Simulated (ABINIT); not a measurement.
# FeO (Wuestite) (Fm-3m) in ABINIT: single point with PBE

Aim: the single point of FeO (Wuestite) with PBE.

Everything below comes from runs of ABINIT 10.8.3 (patched build). Logs are shortened: lines on timing, memory, paths and dates and some standing lists are left out, and cuts for length are marked. The log counts tension as positive stress, the text compression.

**The experiment to reproduce.**

“W\"ustite: Electric, thermodynamic and optical properties of FeO”, 2012, arxiv:1203.1201 quotes, for a bulk crystal of FeO: band gap 2.4 eV (optical).

The runs below are set against these values where they give the same quantity.

### Step 1. The structure

The structure is cubic, space group Fm-3m (No. 225). The conventional cell has a = 4.311 Å, b = 4.311 Å, c = 4.311 Å, α = 90.00°, β = 90.00°, γ = 90.00°. Around Fe (site symmetry m-3m) lie 6 O at 2.16 Å. O (site symmetry m-3m) is surrounded by 6 Fe at 2.16 Å.

### Step 2. Single point, PBE, collinear spin, ferromagnetic start

run.abi reads:

```
pp_dirpath "./"
pseudos "Fe_ONCV_PBE-1.2.upf, O_ONCV_PBE-1.2.upf"

acell 3.0481959123 3.0481959123 3.0481959123 Angstrom
rprim
     0.0000000000     0.7071067812     0.7071067812
     0.7071067812     0.0000000000     0.7071067812
     0.7071067812     0.7071067812     0.0000000000
ntypat 2
znucl 26 8
natom 2
typat 1 2
xred
     0.0000000000     0.0000000000     0.0000000000
     0.5000000000     0.5000000000     0.5000000000

ecut 1088.455450 eV

kptopt 1
ngkpt 8 8 8
nshiftk 1
shiftk 0.0 0.0 0.0

ixc 11

nband 16
occopt 3
tsmear 0.00183747

nsppol 2
spinat
     0.0000000000     0.0000000000     3.0000000000
     0.0000000000     0.0000000000     0.0000000000

nstep 100
tolvrs 1.0e-10

iomode 3
prtwf 0
prtden 0
prteig 0
prtebands 0
enunit 2
```

Potentials or basis: SG15 NC PBE v1.2.

Launch:

```bash
$ abinit run.abi > log 2>&1
```

run.abo:

```text
.Version 10.8.3 of ABINIT
 Symmetries : space group Fm -3 m (#225); Bravais cF (face-center cubic)
================================================================================
 Values of the parameters that define the memory need of the present run
     intxc =       0    ionmov =       0      iscf =       7    lmnmax =       6
     lnmax =       6     mgfft =      36  mpssoang =       3    mqgrid =    3001
     natom =       2  nloc_mem =       1    nspden =       2   nspinor =       1
    nsppol =       2      nsym =      48    n1xccc =       0    ntypat =       2
    occopt =       3   xclevel =       2
       mpw =        1640          nfft =       46656          nkpt =          29
================================================================================
================================================================================

--------------------------------------------------------------------------------
------------- Echo of variables that govern the present computation ------------
--------------------------------------------------------------------------------
 -outvars: echo values of preprocessed input variables --------
            acell      5.7602554524E+00  5.7602554524E+00  5.7602554524E+00 Bohr
              amu      5.58470000E+01  1.59994000E+01
             ecut      4.00000000E+01 Hartree
           enunit           2
              ixc          11
         kptrlatt        8    0    0      0    8    0      0    0    8
          kptrlen      4.60820436E+01
            natom           2
            nband          16
            ngfft          36      36      36
             nkpt          29
           nspden           2
           nsppol           2
            nstep         100
             nsym          48
           ntypat           2
           occopt           3
           prtden           0
        prtebands           0
           prteig           0
            prtwf           0
            rprim      0.0000000000E+00  7.0710678120E-01  7.0710678120E-01
                       7.0710678120E-01  0.0000000000E+00  7.0710678120E-01
                       7.0710678120E-01  7.0710678120E-01  0.0000000000E+00
          spgroup         225
           spinat      0.0000000000E+00  0.0000000000E+00  3.0000000000E+00
                       0.0000000000E+00  0.0000000000E+00  0.0000000000E+00
           tolvrs      1.00000000E-10
           tsmear      1.83747000E-03 Hartree
            typat      1  2
           xangst      0.0000000000E+00  0.0000000000E+00  0.0000000000E+00
                       2.1554000000E+00  2.1554000000E+00  2.1554000000E+00
            xcart      0.0000000000E+00  0.0000000000E+00  0.0000000000E+00
                       4.0731156918E+00  4.0731156918E+00  4.0731156918E+00
             xred      0.0000000000E+00  0.0000000000E+00  0.0000000000E+00
                       5.0000000000E-01  5.0000000000E-01  5.0000000000E-01
            znucl       26.00000    8.00000
[... 139 lines left out ...]
    2     -0.00000000000000    -0.00000000000000    -0.00000000000000
 frms,max,avg= 0.0000000E+00 0.0000000E+00   0.000E+00  0.000E+00  0.000E+00 e/A
 length scales=  5.760255452359  5.760255452359  5.760255452359 bohr
              =  3.048195912300  3.048195912300  3.048195912300 angstroms
 Fermi (or HOMO) energy (hartree) =   0.27572   Average Vxc (hartree)=  -0.46099
 Magnetization (Bohr magneton)=  4.00173243E+00
 Total spin up =  1.30008662E+01   Total spin down =  8.99913379E+00
 Eigenvalues (hartree) for nkpt=  29  k points, SPIN UP:
 kpt#   1, nband= 16, wtk=  0.00195, kpt=  0.0000  0.0000  0.0000 (reduced coord)
  -3.01899   -1.78545   -1.78545   -1.78545   -0.48865    0.12561    0.12561    0.12561
   0.13113    0.13113    0.13113    0.13133    0.13133    0.27614    0.83807    0.89689
      occupation numbers for kpt#   1
   1.00000    1.00000    1.00000    1.00000    1.00000    1.00000    1.00000    1.00000
   1.00000    1.00000    1.00000    1.00000    1.00000    0.44382    0.00000    0.00000
 prteigrs : prtvol=0 or 1, do not print more k-points.

 Eigenvalues (hartree) for nkpt=  29  k points, SPIN DOWN:
 kpt#   1, nband= 16, wtk=  0.00195, kpt=  0.0000  0.0000  0.0000 (reduced coord)
  -2.89635   -1.63503   -1.63503   -1.63503   -0.46924    0.15227    0.15227    0.15227
   0.24844    0.24844    0.24844    0.28505    0.28505    0.30230    0.83491    0.92960
      occupation numbers for kpt#   1
   1.00000    1.00000    1.00000    1.00000    1.00000    1.00000    1.00000    1.00000
   1.00000    1.00000    1.00000    0.00621    0.00621    0.00000    0.00000    0.00000
 prteigrs : prtvol=0 or 1, do not print more k-points.

 Fermi (or HOMO) energy (eV) =   7.50275   Average Vxc (eV)= -12.54412
 Eigenvalues (   eV  ) for nkpt=  29  k points, SPIN UP:
 kpt#   1, nband= 16, wtk=  0.00195, kpt=  0.0000  0.0000  0.0000 (reduced coord)
 -82.15094  -48.58455  -48.58455  -48.58455  -13.29692    3.41791    3.41791    3.41791
   3.56817    3.56817    3.56817    3.57357    3.57357    7.51404   22.80505   24.40562
 prteigrs : prtvol=0 or 1, do not print more k-points.

 Eigenvalues (   eV  ) for nkpt=  29  k points, SPIN DOWN:
 kpt#   1, nband= 16, wtk=  0.00195, kpt=  0.0000  0.0000  0.0000 (reduced coord)
 -78.81370  -44.49147  -44.49147  -44.49147  -12.76881    4.14335    4.14335    4.14335
   6.76052    6.76052    6.76052    7.75652    7.75652    8.22589   22.71916   25.29559
 prteigrs : prtvol=0 or 1, do not print more k-points.

--- !EnergyTerms
iteration_state     : {dtset: 1, }
comment             : Components of total free energy in Hartree
kinetic             :  6.35874813465152E+01
hartree             :  3.46050176243801E+01
xc                  : -1.61409256598473E+01
Ewald energy        : -9.50137779443452E+01
psp_core            :  6.06647457172377E+00
local_psp           : -8.85021608767317E+01
non_local_psp       : -3.89248860909517E+01
internal            : -1.34322777029257E+02
'-kT*entropy'       : -4.86838970386759E-04
total_energy        : -1.34323263868227E+02
total_energy_eV     : -3.65512221493915E+03
band_energy         : -1.56584121687011E+01
...

 Cartesian components of stress tensor (hartree/bohr^3)
  sigma(1 1)=  2.37698453E-05  sigma(3 2)=  0.00000000E+00
  sigma(2 2)=  2.37698453E-05  sigma(3 1)=  0.00000000E+00
  sigma(3 3)=  2.37698453E-05  sigma(2 1)=  0.00000000E+00

-Cartesian components of stress tensor (GPa)         [Pressure= -6.9933E-01 GPa]
- sigma(1 1)=  6.99332992E-01  sigma(3 2)=  0.00000000E+00
- sigma(2 2)=  6.99332992E-01  sigma(3 1)=  0.00000000E+00
- sigma(3 3)=  6.99332992E-01  sigma(2 1)=  0.00000000E+00

== END DATASET(S) ==============================================================
================================================================================

 -outvars: echo values of variables after computation  --------
            acell      5.7602554524E+00  5.7602554524E+00  5.7602554524E+00 Bohr
           etotal     -1.3432326387E+02
            fcart     -0.0000000000E+00 -0.0000000000E+00 -0.0000000000E+00
                      -0.0000000000E+00 -0.0000000000E+00 -0.0000000000E+00
            rprim      0.0000000000E+00  7.0710678120E-01  7.0710678120E-01
                       7.0710678120E-01  0.0000000000E+00  7.0710678120E-01
                       7.0710678120E-01  7.0710678120E-01  0.0000000000E+00
           strten      2.3769845253E-05  2.3769845253E-05  2.3769845253E-05
                       0.0000000000E+00  0.0000000000E+00  0.0000000000E+00
           xangst      0.0000000000E+00  0.0000000000E+00  0.0000000000E+00
                       2.1554000000E+00  2.1554000000E+00  2.1554000000E+00
             xred      0.0000000000E+00  0.0000000000E+00  0.0000000000E+00
                       5.0000000000E-01  5.0000000000E-01  5.0000000000E-01
 Calculation completed.
```

Wall time 69 s (1 thread of Arm Neoverse V2, shared host); peak memory 0.09 GiB.

What came out:

| Property | Result |
| --- | --- |
| Free energy | -3655.1222 eV |
| Pressure | -0.7 GPa |
| Band gap on the k mesh | none (metal or under the smearing width) |
| Net moment | 4.00 μB per cell |
| Site moments | Fe +3.55; O +0.33 μB |
| Valence electrons inside the program's atomic spheres | Fe 13.89; O 6.22 |

Caveat: a cell with one magnetic atom can't hold antiferromagnetic order, which such compounds often take; semilocal functionals often make such compounds metallic where correlation or magnetic order opens a gap, which also shifts bond lengths.

### Step 3. Comparison with measurements

Step 2. Measured gap of FeO: 2.4 eV (optical; quoted in “W\"ustite: Electric, thermodynamic and optical properties of FeO”, 2012, arxiv:1203.1201). This calculation gives 0.00 eV (-2.40 eV). So large a miss can be the level of theory's own, or it may mean another phase, state or a wrong row. The value is that of PBE on a finite k mesh, which can miss the band edges, without temperature or zero-point motion. Semilocal functionals fall short of measured gaps as a rule. The run's magnetic order (collinear spin, ferromagnetic start) needn't be the measured crystal's.
